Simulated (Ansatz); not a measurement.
Computed with Ansatz 0.2.0, DFT PBE, scalar-relativistic, plane waves, PAW. All cells share a 420 eV cutoff and Γ-centred k meshes spaced at most about 0.3 Å⁻¹ (about 0.25 or finer for metals, 2π included). No spin polarisation.

Temperature and zero-point effects are left out.

Question: Order these relaxed structures of Cd3Te5 by energy, lowest first, with the energy over the lowest of them.
A.

Space group Pm-3m (No. 221). a = 6.202 Å, b = 6.202 Å, c = 6.202 Å, α = 90.00°, β = 90.00°, γ = 90.00°
```csv
atom,site,symmetry,x,y,z
Cd,3d,4/mm.m,0.5000,0.0000,0.0000
Te,3c,4/mm.m,0.0000,0.5000,0.5000
Te,1a,m-3m,0.0000,0.0000,0.0000
Te,1b,m-3m,0.5000,0.5000,0.5000
```

B.

Space group R-3m:H (No. 166). a = 4.382 Å, b = 4.382 Å, c = 42.985 Å, α = 90.00°, β = 90.00°, γ = 120.00°
```csv
atom,site,symmetry,x,y,z
Cd,3a,-3m,0.0000,0.0000,0.0000
Cd,6c,3m,0.3333,0.6667,0.9200
Te,6c,3m,0.6667,0.3333,0.9590
Te,6c,3m,0.0000,0.0000,0.8775
Te,3b,-3m,0.6667,0.3333,0.8333
```

C.

Space group P-4m2 (No. 115). a = 4.517 Å, b = 4.517 Å, c = 14.990 Å, α = 90.00°, β = 90.00°, γ = 90.00°
```json
{"atom": "Cd", "site": "2f", "symmetry": "2mm.", "x": "0.5000", "y": "0.5000", "z": "0.2311"}
{"atom": "Cd", "site": "1a", "symmetry": "-4m2", "x": "0.0000", "y": "0.0000", "z": "0.0000"}
{"atom": "Te", "site": "2g", "symmetry": "2mm.", "x": "0.5000", "y": "0.0000", "z": "0.3493"}
{"atom": "Te", "site": "2g", "symmetry": "2mm.", "x": "0.0000", "y": "0.5000", "z": "0.1156"}
{"atom": "Te", "site": "1d", "symmetry": "-4m2", "x": "0.0000", "y": "0.0000", "z": "0.5000"}
```

Answer: A (0 meV/atom), B (40 meV/atom), C (60 meV/atom). Counting Te atoms around Cd (those within 1.25 times the shortest such distance or 1.15 times the sum of covalent radii, 1.27 where that leaves under three): A has Cd 6; B has Cd 6; C has Cd 4. All come from invented guesses.

The k mesh leaves some 4 meV/atom of noise in the energy of each metallic cell. Spin–orbit coupling, which can matter for Te, is left out. Cells relaxed within their symmetry can be saddle points. Some candidate types were left out of the draw beforehand, so a known form may be missing.
